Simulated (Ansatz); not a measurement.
# BaTiO3 (P1) in Ansatz: band structure with PBEsol+U

Aim: the band structure of BaTiO3 with PBEsol+U.

Everything below comes from runs of Ansatz 0.2.0. Logs are shortened: lines on timing, memory, paths and dates and some standing lists are left out, and cuts for length are marked.

### 1 The crystal as given

The typed cell holds 10 atoms: a = 4.004 Å, b = 5.655 Å, c = 5.670 Å, α = 90.00°, β = 90.21°, γ = 90.00°.

### 2 Band structure, PBEsol+U

File input.yaml:

```yaml
crystal:
  lattice:
    - [-2.82766816, -1.63255497, -2.31773161]
    - [2.82766816, -4.89766492, 0.0]
    - [-2.82766816, -1.63255497, 4.63546322]
  atoms:
    - { symbol: Ba, position: [0.01574546, 0.99510673, 0.97325899] }
    - { symbol: Ba, position: [0.98425454, 0.50489327, 0.52674101] }
    - { symbol: Ti, position: [0.50385971, 0.9895382, 0.503622] }
    - { symbol: Ti, position: [0.46814029, 0.5104618, 0.024378] }
    - { symbol: O, position: [0.53055, 0.23162339, 0.73315727] }
    - { symbol: O, position: [0.48625, 0.75827661, 0.23994273] }
    - { symbol: O, position: [0.47921711, 0.75734423, 0.73348461] }
    - { symbol: O, position: [0.53758289, 0.25275577, 0.23961539] }
    - { symbol: O, position: [0.99088784, 0.02893112, 0.47950327] }
    - { symbol: O, position: [0.04611216, 0.47106888, 0.00369673] }
hamiltonian:
  xc: pbesol
  pseudopotentials: { kind: paw }
  hubbard: { sites: [{ species: Ti, l: d, u_eff: 1.0 }] }
kpoints:
  mp_grid: { grid: [7, 5, 5] }
  band_path:
    path:
      - [[0.0, 0.0, 0.0], [0.0, 0.0, 0.5], [-0.4987186014, 0.0, 0.502576104], [-0.5, 0.0, 0.5], [-0.5, 0.5, 0.5], [-0.5012813986, 0.5, 0.497423896], [-0.5, 0.5, 0.0], [-0.5, 0.0, 0.0], [-0.5012813986, 0.0, 0.497423896]]
      - [[-0.4987186014, 0.5, 0.502576104], [0.0, 0.5, 0.5], [0.0, 0.5, 0.0]]
      - [[0.0, 0.0, 0.5], [0.0, 0.5, 0.5]]
    npoints: 10
scf:
  occupations: { method: fermi_dirac, width: 0.05 }
  n_extra_bands: 25
output:
  forces: true
  stress: true
  eigenvalues: true
  fatbands: true
```

Potentials or basis: Ansatz PAW.

Started as:

```bash
$ ansatz run input.yaml --threads 4 --pin off --max-ram 11264MiB --backend cpu --events-out ev --progress --plain --runs-dir out
```

What it wrote:

```text
Warning: RAYON_NUM_THREADS=4 ignored (pool sized by the plan → 4); use --threads N
Ba: projections on atomic orbitals take those of the free atom [Kr 4d10] 5s2 5p6 6s2, of charge +0.00 (hamiltonian.pseudopotentials.projection_atoms); the dataset's partial waves leave at most 9.7e-6 of an orbital's norm unspanned inside its sphere
Ti: projections on atomic orbitals take those of the free atom [Ne] 3s2 3p6 3d2 4s2, of charge +0.00 (hamiltonian.pseudopotentials.projection_atoms); the dataset's partial waves leave at most 4.1e-7 of an orbital's norm unspanned inside its sphere
O: projections on atomic orbitals take those of the free atom [He] 2s2 2p4, of charge +0.00 (hamiltonian.pseudopotentials.projection_atoms); the dataset's partial waves leave at most 1.9e-8 of an orbital's norm unspanned inside its sphere
scf.n_extra_bands = 25 over 40 filled bands (N_el = 80.0): the run solves 65 bands
Engine: ansatz 0.2.0, aarch64-unknown-linux-gnu
Pseudopotentials: kind: paw
Pseudopotential: Ba, paw, valence charge 10, recommended cutoff 420 eV (normal), Ba.paw.azcp
Pseudopotential: Ti, paw, valence charge 12, recommended cutoff 420 eV (normal), Ti.paw.azcp
Pseudopotential: O, paw, valence charge 6, recommended cutoff 420 eV (normal), O.paw.azcp
Functional definition: PBEsol
  exchange = pbesol_x
  correlation = pbesol_c
Crystal: 10 atoms, lattice volume = 128.393 Å³
Basis set: ecut = 420 eV, 2497 PW (Γ), exchange–correlation on 54×80×80 points (8 copies of the dense FFT grid, shifted against one another)
Bands: 65, of which v1, the nominal top of the filled ones, is band 40 counted from 1 (39 counted from 0)
Symmetry: 1 space group operations
Space group: P1 (ITA 1), of the structure as read, at distance tolerance 5.0e-5 Å
k-points: 88 of 175 (time reversal used)
Non-local potential: Ba, projectors of the file, l = 0: 3, l = 1: 2, l = 2: 2, l = 3: 2
Non-local potential: Ti, projectors of the file, l = 0: 3, l = 1: 2, l = 2: 3, l = 3: 1
Non-local potential: O, projectors of the file, l = 0: 2, l = 1: 2, l = 2: 1
PAW form: soft (Blöchl's): semilocal exchange-correlation on the pseudo side does not see the compensation charge
PAW frozen core: Ba, regenerated for the run's functional, and the local potential with it (the file was generated under x = pbe(κ = 0.804, μ = 0.2195149727645171), c = pbe(β = 0.06672455060314922))
PAW frozen core: Ti, regenerated for the run's functional, and the local potential with it (the file was generated under x = pbe(κ = 0.804, μ = 0.2195149727645171), c = pbe(β = 0.06672455060314922))
PAW frozen core: O, regenerated for the run's functional, and the local potential with it (the file was generated under x = pbe(κ = 0.804, μ = 0.2195149727645171), c = pbe(β = 0.06672455060314922))
PAW one-centre angular grid: Ba, 194 points (default); XC on 64 Gauss nodes
PAW one-centre angular grid: Ti, 590 points (default); XC on 64 Gauss nodes
PAW one-centre angular grid: O, 110 points (default); XC on 64 Gauss nodes
Initial density: superposition of atomic densities (chi_scale 0.1, normalization cell, long waves of neutral atoms under a Hubbard term (reshape's long-wave potential 0.02 eV rms, cloud 2.81 Å wide))
Initial wavefunctions: pseudopotential atomic-orbital guess
Functional: x = pbesol(κ = 0.804, μ = 0.12345679012345678), c = pbesol(β = 0.046)
SCF iter   1: F=—  HF=-20053.282822 eV  |F-HF|=—  |Δ(HF+E_count)|=         —  Δρ=5.67e-2  dr2=4.37e0  ethr=3.10e-3  ⟨swp⟩=6.7  Hψ=28154  notcnv=0  defer=877
preconditioner: auto → Resta (q_TF=auto, 2.521 Å⁻¹)  ε∞=4.5  [insulator: Δε(μ)=2.436 eV  Ē_g=13.571 eV  σ=0.050 eV  W_gap=1.00  n_scr=38 (ndim 8)  ℏωp=25.4 eV  f_vac=0.000  D(μ)=0.00/eV (n_scr^D=0)  ε∞_Penn≈4.5]
SCF iter   2: F=—  HF=-20052.401596 eV  |F-HF|=—  |Δ(HF+E_count)|=   8.81e-1  Δρ=2.56e-2  dr2=9.81e-1  ethr=3.10e-3  ⟨swp⟩=3.2  Hψ=10495  notcnv=0  defer=1618
SCF iter   3: F=—  HF=-20052.269037 eV  |F-HF|=—  |Δ(HF+E_count)|=   1.33e-1  Δρ=1.58e-2  dr2=3.62e-1  ethr=1.23e-3  ⟨swp⟩=3.0  Hψ=7397  notcnv=0  defer=1618
SCF iter   4: F=—  HF=-20052.224432 eV  |F-HF|=—  |Δ(HF+E_count)|=   4.46e-2  Δρ=7.01e-3  dr2=6.97e-2  ethr=4.52e-4  ⟨swp⟩=2.4  Hψ=8823  notcnv=0  defer=1584
SCF iter   5: F=—  HF=-20052.217372 eV  |F-HF|=—  |Δ(HF+E_count)|=   7.06e-3  Δρ=2.42e-3  dr2=6.82e-3  ethr=8.71e-5  ⟨swp⟩=2.0  Hψ=6654  notcnv=0  defer=1584
SCF iter   6: F=—  HF=-20052.217478 eV  |F-HF|=—  |Δ(HF+E_count)|=   1.06e-4  Δρ=1.18e-3  dr2=1.43e-3  ethr=8.52e-6  ⟨swp⟩=2.0  Hψ=7952  notcnv=0  defer=1584
SCF iter   7: F=—  HF=-20052.217583 eV  |F-HF|=—  |Δ(HF+E_count)|=   1.04e-4  Δρ=2.96e-4  dr2=8.79e-5  ethr=1.79e-6  ⟨swp⟩=2.0  Hψ=6337  notcnv=0  defer=1584
SCF iter   8: F=—  HF=-20052.217620 eV  |F-HF|=—  |Δ(HF+E_count)|=   3.77e-5  Δρ=1.69e-4  dr2=3.31e-5  ethr=1.10e-7  ⟨swp⟩=2.0  Hψ=7281  notcnv=0  defer=1584
SCF iter   9: F=—  HF=-20052.217622 eV  |F-HF|=—  |Δ(HF+E_count)|=   2.18e-6  Δρ=3.71e-5  dr2=2.18e-6  ethr=4.14e-8  ⟨swp⟩=2.0  Hψ=6719  notcnv=0  defer=1584
SCF iter  10: F=—  HF=-20052.217623 eV  |F-HF|=—  |Δ(HF+E_count)|=   1.48e-7  Δρ=1.71e-5  dr2=3.50e-7  ethr=2.73e-9  ⟨swp⟩=2.0  Hψ=7288  notcnv=0  defer=1584
SCF iter  11: F=—  HF=-20052.217623 eV  |F-HF|=—  |Δ(HF+E_count)|=   1.45e-7  Δρ=9.89e-6  dr2=1.22e-7  ethr=1.25e-10  ⟨swp⟩=18.6  Hψ=39300  notcnv=0
SCF iter  12: F=-20052.217623 eV  HF=-20052.217623 eV  |F-HF|=2.79e-8  |Δ(HF+E_count)|=   1.85e-8  Δρ=5.57e-6  dr2=3.63e-8  ethr=1.25e-10  ⟨swp⟩=4.0  Hψ=16480  notcnv=0
SCF 1 converged in 12 iterations: F = -20052.217623 eV  dr2 = 3.63e-8
NSCF: frozen V_eff on 113 k-points
SCF converged after 12 iterations
Free energy (F): -20052.217623 eV
Harris-Foulkes:  -20052.217623 eV  (|F-HF|=2.79e-8)
Internal energy: -20052.217623 eV  (E = F + TS)
E sigma→0 (E₀):  -20052.217623 eV
Fermi energy:    11.577600 eV
--- Per-component energies (eV) ---
  E_band       = -286.755748
  E_kinetic    = 1941.013519
  E_local      = -4274.373116  (includes V_loc(G=0)·N_el)
  E_nonlocal   = 415.039205
  E_hartree    = 1669.329564
  E_xc         = -973.387534
  E_vxc        = -1087.337456  (∫ρ·V_xc dr)
  E_hubbard    = 1.801182  (on-site DFT+U / exact-exchange correction)
  E_vhub       = 1.208974  (the Hubbard potential's part of the band-sum identity)
  E_paw        = -13234.804620  (= ΣΔE_a)
  E_vpaw       = -620.980159  (= ΣTr[D̂ρ^β])
  E_aug_tail   = 0.014828  (compensation charges beyond the density's cutoff)
  E_ewald      = -5597.644013
  E_core_change = 0.793362  (= ΣΔE_core)
  E_smearing   = -0.000000  (= −TS)
  E_closure    = 0.000000  (closes the sum)
  Σ components = -20052.217623   (vs F -20052.217623, Δ=0.00e0)
--- Forces (eV/Å), atoms counted from 1 ---
  atom   1  Ba     0.25066540    -0.91473264     1.15896240
  atom   2  Ba    -0.05751525     1.03121615    -0.86126578
  atom   3  Ti     1.59151894    -2.10600602    -0.72211002
  atom   4  Ti    -2.99827786     0.72896743    -0.85491596
  atom   5  O      0.65370680    -0.47185287     0.79435518
  atom   6  O     -0.40260956     0.32177261    -0.42014924
  atom   7  O     -1.33043343     0.52696670     0.22057473
  atom   8  O      1.26194617    -0.32057064    -0.13721662
  atom   9  O     -1.31497121     0.82709005    -0.19783362
  atom  10  O      2.34589253     0.37713702     1.01954148
  max |Σ_I F_I| component: 7.75e-5 eV/Å
--- Stress (GPa, compression-positive) ---
        3.291439       1.407760       2.027791
        1.407761       1.703642      -0.350236
        2.027791      -0.350236       2.681598
  P = ⅓ Tr σ = 2.5589 GPa (25.589 kbar)
--- Band table (eV; the first three rows and the last of 88) ---
  k-point 0: bands = ["-45.9567", "-45.9308", "-22.5502", "-22.3974", "-22.3839", "-22.3222", "-22.2795", "-22.2570", "-14.5201", "-14.2663", "-6.7199", "-6.4671", "-6.2763", "-5.9179", "-5.4771", "-5.2750", "0.1630", "0.1908", "0.3068", "0.3545", "0.4330", "0.7228", "5.8991", "6.1227", "6.4220", "7.1497", "7.2249", "7.8300", "7.9613", "7.9996", "8.2264", "8.4934", "8.5640", "9.0419", "9.1589", "9.3062", "9.8255", "9.9824", "10.0944", "10.3012", "12.6930", "12.8678", "12.9487", "14.2019", "14.3414", "14.5170", "14.8000", "14.8760", "15.1984", "15.2420", "15.5645", "17.1100", "17.9398", "18.0966", "18.2432", "18.7222", "18.7782", "19.0236", "20.0500", "20.1345", "20.2337", "20.4244", "20.8105", "21.1354", "21.2554"]
  k-point 1: bands = ["-45.9566", "-45.9308", "-22.5502", "-22.3961", "-22.3807", "-22.3257", "-22.2795", "-22.2585", "-14.5017", "-14.2788", "-6.7391", "-6.5103", "-6.2835", "-5.9246", "-5.4770", "-5.2518", "0.1570", "0.2640", "0.3314", "0.3583", "0.5493", "0.6901", "6.0595", "6.3136", "6.5355", "7.2050", "7.2825", "7.6669", "7.8244", "7.9200", "8.1448", "8.2395", "8.5820", "8.7710", "9.1220", "9.3306", "9.6297", "9.8374", "9.9935", "10.1606", "12.8879", "12.9729", "13.0815", "14.0826", "14.2680", "14.3960", "14.9645", "15.1104", "15.4786", "15.5301", "15.6650", "17.4443", "17.8195", "17.9729", "18.2367", "18.7572", "18.9075", "19.0592", "19.6588", "19.8846", "20.0428", "20.5025", "20.8994", "20.9540", "21.0970"]
  k-point 2: bands = ["-45.9566", "-45.9309", "-22.5501", "-22.3941", "-22.3746", "-22.3323", "-22.2795", "-22.2611", "-14.4658", "-14.3052", "-6.7809", "-6.5646", "-6.2937", "-5.9340", "-5.4705", "-5.2285", "0.1648", "0.3172", "0.3758", "0.4362", "0.6229", "0.7384", "6.4018", "6.7007", "6.9110", "7.1299", "7.3361", "7.4740", "7.6224", "7.7307", "7.7970", "8.0096", "8.2430", "8.5596", "9.1416", "9.2501", "9.3769", "9.6606", "9.8524", "9.9292", "13.1634", "13.3007", "13.4394", "13.7935", "13.9840", "14.0904", "15.1823", "15.4772", "15.9369", "16.1959", "16.4680", "17.1185", "17.3390", "17.9218", "18.3313", "18.5869", "18.9687", "19.1767", "19.4162", "19.5694", "19.9370", "20.5982", "20.9365", "21.0764", "21.1543"]
  k-point 87: bands = ["-45.9558", "-45.9299", "-22.5962", "-22.3953", "-22.3720", "-22.3318", "-22.3248", "-22.2549", "-14.3792", "-14.2206", "-6.8021", "-6.2373", "-6.1652", "-5.6811", "-5.4083", "-5.2377", "-0.2852", "-0.1868", "-0.0820", "0.4837", "0.5663", "0.6483", "5.8691", "6.2252", "6.6153", "6.7487", "6.8347", "7.1328", "7.3781", "7.5174", "7.7623", "7.8811", "8.0680", "8.5797", "8.9272", "9.1781", "9.3388", "9.9489", "10.0151", "10.3550", "13.2178", "13.9832", "14.0192", "14.4662", "14.5203", "14.6402", "15.1325", "16.3697", "16.9962", "17.1446", "17.4602", "17.7247", "17.8720", "18.1505", "18.4184", "18.9086", "19.0249", "19.6283", "19.8051", "20.1474", "20.4366", "20.6519", "20.9594", "21.0534", "21.1809"]
Occupation matrices written to <dir>
```

Wall time 65 s (4 threads of Arm Neoverse V2, shared host); peak memory 1.2 GiB.

What came out:

| Item | Value |
| --- | --- |
| Free energy | -20052.2176 eV |
| Pressure | 2.6 GPa |
| Largest force | 3.202 eV/Å |
| Band gap on the k mesh | 2.33 eV, indirect (least direct gap 2.39 eV) |
| Band gap along the path | 2.29 eV, indirect (least direct gap 2.39 eV) |

Forces on the atoms (eV/Å):
```
Ba   0.251 -0.915  1.159
Ba  -0.058  1.031 -0.861
Ti   1.592 -2.106 -0.722
Ti  -2.998  0.729 -0.855
O    0.654 -0.472  0.794
O   -0.403  0.322 -0.420
O   -1.330  0.527  0.221
O    1.262 -0.321 -0.137
O   -1.315  0.827 -0.198
O    2.346  0.377  1.020
```

Stress tensor (GPa, compression positive):
```
 3.29  1.41  2.03
 1.41  1.70 -0.35
 2.03 -0.35  2.68
```

Levels at the corners of the path, in eV from the valence-band top:
```tsv
point	band 38	band 39	band 40	band 41	band 42	band 43
Γ	-0.42	-0.31	-0.10	2.29	2.46	2.54
Y	-0.76	-0.56	-0.54	2.85	2.95	3.15
H	-0.96	-0.40	-0.12	3.35	3.52	3.68
C	-0.96	-0.40	-0.12	3.35	3.52	3.68
E	-0.91	-0.19	-0.01	3.61	3.69	3.75
M1	-0.91	-0.19	-0.01	3.61	3.69	3.75
A	-0.59	-0.41	-0.17	3.22	3.60	3.67
X	-0.18	-0.12	0.00	2.41	3.60	3.69
H1	-0.96	-0.40	-0.12	3.35	3.52	3.68
M	-0.91	-0.19	-0.01	3.61	3.69	3.75
D	-1.07	-0.88	-0.44	2.56	2.57	3.63
Z	-0.80	-0.43	-0.27	2.70	2.98	3.17
Y	-0.76	-0.56	-0.54	2.85	2.95	3.15
D	-1.07	-0.88	-0.44	2.56	2.57	3.63
```

Eigenvalues of the final occupation matrices:
| site | spin | trace | eigenvalues |
| --- | --- | --- | --- |
| site 1 | 1 | 1.18 | 0.19 0.20 0.21 0.29 0.30 |
| site 2 | 1 | 1.21 | 0.20 0.21 0.22 0.28 0.30 |

Caveat: the pressure holds a Pulay correction of +0.6 GPa for the finite cutoff; spin-orbit coupling is left out, which moves the levels of the heavy elements; the PAW data sets come from PBE, with cores solved anew for the run's functional, which leaves a small shift of forces and pressure; forces of over 1 eV/Å show positions far from the minimum, so gaps and moduli don't describe the material at rest.
